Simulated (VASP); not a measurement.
# CaS (Fm-3m) in VASP: single point with HSE06

Aim: the single point of CaS with HSE06.

Everything below comes from runs of VASP 6.6.1. Logs are shortened: lines on timing, memory, paths and dates and some standing lists are left out, and cuts for length are marked.

### 1 The structure

Symmetry: Fm-3m, No. 225, cubic system. Conventional cell: a = 5.640 Å, b = 5.640 Å, c = 5.640 Å, α = 90.00°, β = 90.00°, γ = 90.00°. Ca (site symmetry m-3m) has 6 S at 2.82 Å as nearest neighbours. S (site symmetry m-3m) has 6 Ca at 2.82 Å as nearest neighbours.

The cell comes from a database or a generator and needn't be the stable form of this composition.

### 2 Single point, HSE06

Input file POSCAR:

```
CaS
1.0
    0.0000000000      2.8202400000      2.8202400000
    2.8202400000      0.0000000000      2.8202400000
    2.8202400000      2.8202400000      0.0000000000
Ca S
1 1
Direct
    0.0000000000      0.0000000000      0.0000000000
    0.5000000000      0.5000000000      0.5000000000
```

Input file INCAR.step1:

```
SYSTEM = CaS
PREC     = Accurate       ! precision mode
ENCUT    = 520            ! plane-wave cutoff, eV
EDIFF    = 1E-5           ! SCF threshold, eV
ISMEAR   = 0              ! smearing method
SIGMA    = 0.02           ! smearing width, eV
LREAL    = .False.        ! projectors in reciprocal space
LASPH    = .True.         ! aspherical terms in the spheres
NELM     = 60             ! most SCF steps
ALGO     = Normal         ! electronic algorithm
ISIF     = 2              ! what is computed and relaxed
LWAVE    = .True.         ! write WAVECAR
GGA      = PE             ! functional
```

Input file INCAR.step2:

```
SYSTEM = CaS
PREC     = Accurate       ! precision mode
ENCUT    = 520            ! plane-wave cutoff, eV
EDIFF    = 1E-6           ! SCF threshold, eV
ISMEAR   = 0              ! smearing method
SIGMA    = 0.02           ! smearing width, eV
LREAL    = .False.        ! projectors in reciprocal space
LASPH    = .True.         ! aspherical terms in the spheres
NELM     = 60             ! most SCF steps
ALGO     = Normal         ! electronic algorithm
ISIF     = 2              ! what is computed and relaxed
LWAVE    = .False.        ! write WAVECAR
LCHARG   = .True.         ! write CHGCAR
GGA      = PE             ! functional
LHFCALC  = .True.         ! exact exchange
HFSCREEN = 0.2            ! screening, 1/A
PRECFOCK = Fast         
LELF     = .True.         ! ELF
LVHAR    = .True.       
ISTART   = 1
```

Input file KPOINTS:

```
Automatic mesh
0
Gamma
  6 6 6
  0 0 0
```

Potentials or basis: VASP PAW PBE potentials, release 64 (Ca_sv, S).

Run with:

```console
> cat potpaw_PBE.64/Ca_sv/POTCAR potpaw_PBE.64/S/POTCAR > POTCAR
> cp INCAR.step1 INCAR
> mpirun -np 1 vasp_std > vasp.out
> cp INCAR.step2 INCAR
> mpirun -np 1 vasp_std > vasp.out
```

OUTCAR:

```text
SYSTEM = CaS
   PREC = Accurate
   ENCUT = 520
   EDIFF = 1E-6
   ISMEAR = 0
   LREAL = .False.
   LASPH = .True.
   NELM = 60
   ISIF = 2
   GGA = PE
   LHFCALC = .True.
   HFSCREEN = 0.2
   PRECFOCK = Fast
   ISTART = 1

 ion  position               nearest neighbor table
   1  0.000  0.000  0.000-   2 2.82   2 2.82   2 2.82   2 2.82   2 2.82   2 2.82
   2  0.500  0.500  0.500-   1 2.82   1 2.82   1 2.82   1 2.82   1 2.82   1 2.82

  LATTYP: Found a face centered cubic cell.
 ALAT       =     5.6404800000

  Lattice vectors:

 A1 = (   0.0000000000,   2.8202400000,   2.8202400000)
 A2 = (   2.8202400000,   0.0000000000,   2.8202400000)
 A3 = (   2.8202400000,   2.8202400000,   0.0000000000)

Analysis of symmetry for initial positions (statically):
=====================================================================
 Subroutine PRICEL returns:
 Original cell was already a primitive cell.

 Routine SETGRP: Setting up the symmetry group for a
 face centered cubic supercell.

 Subroutine GETGRP returns: Found 48 space group operations
 (whereof 48 operations were pure point group operations)
 out of a pool of 48 trial point group operations.

The static configuration has the point symmetry O_h .

Analysis of symmetry for dynamics (positions and initial velocities):
=====================================================================
 Subroutine PRICEL returns:
 Original cell was already a primitive cell.

 Routine SETGRP: Setting up the symmetry group for a
 face centered cubic supercell.

 Subroutine GETGRP returns: Found 48 space group operations
 (whereof 48 operations were pure point group operations)
 out of a pool of 48 trial point group operations.

The dynamic configuration has the point symmetry O_h .

 Subroutine INISYM returns: Found 48 space group operations
 (whereof 48 operations are pure point group operations),
 and found     1 'primitive' translations

----------------------------------------------------------------------------------------

                                     Primitive cell

  volume of cell :      44.8630

  direct lattice vectors                    reciprocal lattice vectors
     0.000000000  2.820240000  2.820240000    -0.177289876  0.177289876  0.177289876
     2.820240000  0.000000000  2.820240000     0.177289876 -0.177289876  0.177289876
     2.820240000  2.820240000  0.000000000     0.177289876  0.177289876 -0.177289876

  length of vectors
     3.988421657  3.988421657  3.988421657     0.307075073  0.307075073  0.307075073

  position of ions in fractional coordinates (direct lattice)
     0.000000000  0.000000000  0.000000000
     0.500000000  0.500000000  0.500000000

  ion indices of the primitive-cell ions
   primitive index   ion index
                 1           1
                 2           2

----------------------------------------------------------------------------------------

 KPOINTS: Automatic mesh

Automatic generation of k-mesh.
 Grid dimensions read from file:
 generate k-points for:    6    6    6

 Generating k-lattice:

  Cartesian coordinates                     Fractional coordinates (reciprocal lattice)
    -0.029548313  0.029548313  0.029548313     0.166666667  0.000000000  0.000000000
     0.029548313 -0.029548313  0.029548313     0.000000000  0.166666667  0.000000000
     0.029548313  0.029548313 -0.029548313     0.000000000  0.000000000  0.166666667

  Length of vectors
     0.051179179  0.051179179  0.051179179

  Shift w.r.t. Gamma in fractional coordinates (k-lattice)
     0.000000000  0.000000000  0.000000000

 Subroutine IBZKPT returns following result:
 ===========================================

 Found     16 irreducible k-points:

 Following reciprocal coordinates:
            Coordinates               Weight
  0.000000  0.000000  0.000000      1.000000
  0.166667  0.000000  0.000000      8.000000
  0.333333  0.000000  0.000000      8.000000
  0.500000  0.000000  0.000000      4.000000
  0.166667  0.166667  0.000000      6.000000
  0.333333  0.166667  0.000000     24.000000
[... 8 lines left out ...]
 -0.333333  0.333333  0.166667     24.000000
 -0.333333  0.500000  0.166667     12.000000
   k-points           NKPTS =     16   k-points in BZ     NKDIM =    216   number of bands    NBANDS=     12
   number of dos      NEDOS =    301   number of ions     NIONS =      2
   total plane-waves  NPLWV =  27000
   dimension x,y,z NGX =    30 NGY =   30 NGZ =   30
   dimension x,y,z NGXF=    60 NGYF=   60 NGZF=   60
   ions per type =               1   1
   NGX,Y,Z   is equivalent  to a cutoff of  12.50, 12.50, 12.50 a.u.
   NGXF,Y,Z  is equivalent  to a cutoff of  25.01, 25.01, 25.01 a.u.
 SYSTEM =  CaS
   PREC   = accura    normal or accurate (medium, high low for compatibility)
   ISTART =      1    job   : 0-new  1-cont  2-samecut
   ICHARG =      0    charge: 1-file 2-atom 10-const
   ISPIN  =      1    spin polarized calculation?
   LNONCOLLINEAR =      F non collinear calculations
   LSORBIT =      F    spin-orbit coupling
   LASPH  =      T    aspherical Exc in radial PAW
   ENCUT  =  520.0 eV  38.22 Ry    6.18 a.u.   7.42  7.42  7.42*2*pi/ulx,y,z
   NELM   =     60;   NELMIN=  2; NELMDL=  0     # of ELM steps
   EDIFF  = 0.1E-05   stopping-criterion for ELM
   LREAL  =      F    real-space projection
   EDIFFG = 0.1E-04   stopping-criterion for IOM
   NSW    =      0    number of steps for IOM
   IBRION =     -1    ionic relax: 0-MD 1-quasi-New 2-CG
   NFREE  =      0    steps in history (QN), initial steepest desc. (CG)
   ISIF   =      2    stress and relaxation
   ISYM   =      3    0-nonsym 1-usesym 2-fastsym
   POTIM  = 0.5000    time-step for ionic-motion
   TEBEG  =    0.0;   TEEND  =   0.0 temperature during run
   PSTRESS=    0.0 pullay stress
   NELECT =      16.0000    total number of electrons
   NUPDOWN=      -1.0000    fix difference up-down
   EMIN   =  10.00;   EMAX   =-10.00  energy-range for DOS
   EFERMI =   0.00;   METHOD = LEGACY
   ISMEAR =     0;   SIGMA  =   0.02  broadening in eV -4-tet -1-fermi 0-gaus
   EFERMI_NEDOS =   21; number of points for ismear=-14 and -15
   IALGO  =     38    algorithm
   IMIX   =      1    mixing-type and parameters
     AMIX     =   0.40;   BMIX     =  1.00
     AMIX_MAG =   1.60;   BMIX_MAG =  1.00
  volume/ion in A,a.u.               =      22.43       151.38
  Fermi-wavevector in a.u.,A,eV,Ry     =   1.160964  2.193904 18.338442  1.347837
  Thomas-Fermi vector in A             =   2.297541
   LORBIT       =      0    0 simple, 1 ext, 2 COOP (PROOUT), +10 PAW based schemes
   GGA     = PE    functional components
   LHFCALC =     T    Hartree Fock is set to
   PRECFOCK=fast      Normal, Fast or Accurate (Low or Medium for compatibility)
   ENCUT4O =  -1.0   cutoff for four orbital integrals eV
   NKREDX  =     1    reduce k-point grid by
   NKREDY  =     1    reduce k-point grid by
   NKREDZ  =     1    reduce k-point grid by
   AEXX    =    0.2500 exact exchange contribution
   HFSCREEN=    0.2000 screening length (either q_TF or 0.3 A-1)
   HFSCREENC=   0.2000 screening length for correlation (either q_TF or 0.3 A-1)
   ENCUTFOCK=  -1.0 apply spherical cutoff to Coloumb kernel
   IVDW    =     0    specifies the selected vdW correction
   LEPSILON=     F    determine dielectric tensor
   LRPA    =     F    only Hartree local field effects (RPA)
 non-spin polarized calculation
 Gauss-broadening in eV      SIGMA  =   0.02
  energy-cutoff  :      520.00
  volume of cell :       44.86
 maximum number of plane-waves:      1243
 NGX is ok and might be reduce to    30
  NGX = 18; NGY = 18; NGZ = 18

 number of electron      16.0000000 magnetization

 Free energy of the ion-electron system (eV)
  ---------------------------------------------------
  ext. energy  EPLUGINS =         0.00000000
  ---------------------------------------------------
  free energy    TOTEN  =       -11.66966492 eV

  energy without entropy =      -11.66966492  energy(sigma->0) =      -11.66966492

 E-fermi :   2.4151     XC(G=0):  -7.8357

 val. band max:        2.2950187173   @ k =   0.0000   0.0000   0.0000
 cond. band min:       5.6433279379   @ k =   0.5000   0.5000   0.0000
 fundamental gap:      3.3483092205
 Fermi energy:         2.4151339725

 k-point     1 :       0.0000    0.0000    0.0000
  band No.  band energies     occupation
      1     -39.7850      2.00000
      2     -19.2956      2.00000
      3     -19.2956      2.00000
      4     -19.2956      2.00000
      5     -10.3255      2.00000
      6       2.2950      2.00000
      7       2.2950      2.00000
      8       2.2950      2.00000
      9       7.6856      0.00000
     10       7.7858      0.00000
     11       7.7858      0.00000
     12       7.7858      0.00000

 k-point     2 :       0.1667    0.0000    0.0000
  band No.  band energies     occupation
      1     -39.7815      2.00000
      2     -19.3504      2.00000
      3     -19.2987      2.00000
      4     -19.2987      2.00000
      5     -10.1009      2.00000
      6       1.1553      2.00000
      7       1.8975      2.00000
      8       1.8975      2.00000
      9       7.7286      0.00000
     10       8.2405      0.00000
     11       8.2405      0.00000
     12       9.0352      0.00000

 k-point     3 :       0.3333    0.0000    0.0000
  band No.  band energies     occupation
      1     -39.7744      2.00000
      2     -19.4564      2.00000
      3     -19.3049      2.00000
      4     -19.3049      2.00000
      5      -9.6119      2.00000
      6      -0.5019      2.00000
      7       1.2698      2.00000
      8       1.2698      2.00000
      9       8.0194      0.00000
     10       9.3554      0.00000
     11       9.3554      0.00000
     12      10.5335      0.00000
[... 166 lines left out ...]
 k-point    15 :      -0.3333    0.3333    0.1667
  band No.  band energies     occupation
      1     -39.7674      2.00000
      2     -19.4420      2.00000
      3     -19.3781      2.00000
      4     -19.3389      2.00000
      5      -9.4113      2.00000
      6      -0.3363      2.00000
      7       0.4302      2.00000
      8       0.8956      2.00000
      9       8.5549      0.00000
     10       8.7190      0.00000
     11      10.3848      0.00000
     12      10.7892      0.00000

 k-point    16 :      -0.3333    0.5000    0.1667
  band No.  band energies     occupation
      1     -39.7663      2.00000
      2     -19.4243      2.00000
      3     -19.3782      2.00000
      4     -19.3649      2.00000
      5      -9.4725      2.00000
      6      -0.0593      2.00000
      7       0.7048      2.00000
      8       0.7358      2.00000
      9       7.1316      0.00000
     10       9.7045      0.00000
     11       9.8396      0.00000
     12      10.6077      0.00000

------------------------ aborting loop because EDIFF is reached ----------------------------------------

  FORCE on cell =-STRESS in cart. coord.  units (eV):
  Direction    XX          YY          ZZ          XY          YZ          ZX
  --------------------------------------------------------------------------------------
  -------------------------------------------------------------------------------------
  Total        0.6004734      0.6004734      0.6004734      0.0000000     -0.0000000      0.0000000
  in kB       21.4445117     21.4445117     21.4445117      0.0000000     -0.0000000      0.0000000
  external PRESSURE =      21.4445117 kB  Pullay stress =       0.0000000 kB

 VOLUME and BASIS-vectors are now :
 -----------------------------------------------------------------------------
  energy-cutoff  :      520.00
  volume of cell :       44.86
      direct lattice vectors                 reciprocal lattice vectors
     0.000000000  2.820240000  2.820240000    -0.177289876  0.177289876  0.177289876
     2.820240000  0.000000000  2.820240000     0.177289876 -0.177289876  0.177289876
     2.820240000  2.820240000  0.000000000     0.177289876  0.177289876 -0.177289876

 POSITION                                       TOTAL-FORCE (eV/Angst)
 -----------------------------------------------------------------------------------
      0.00000      0.00000      0.00000         0.000000      0.000000      0.000000
      2.82024      2.82024      2.82024        -0.000000     -0.000000     -0.000000
 -----------------------------------------------------------------------------------
    total drift:                               -0.000000     -0.000000     -0.000000

  FREE ENERGIE OF THE ION-ELECTRON SYSTEM (eV)
  ---------------------------------------------------
  free  energy   TOTEN  =       -11.6696649185 eV

  energy  without entropy=      -11.6696649185  energy(sigma->0) =      -11.66966492
```

Run time: 16 min. Hardware: 1 thread of Intel Xeon Platinum 8259CL at 2.50GHz (Skylake/Cascade Lake), shared host; peak memory 0.28 GiB.

What came out:

* Free energy: -11.6697 eV
* Pressure: 2.1 GPa
* Band gap on the k mesh: 3.35 eV, indirect (least direct gap 4.28 eV)

Caveat: the PAW data sets were made with another functional, which shifts forces and pressure a little.
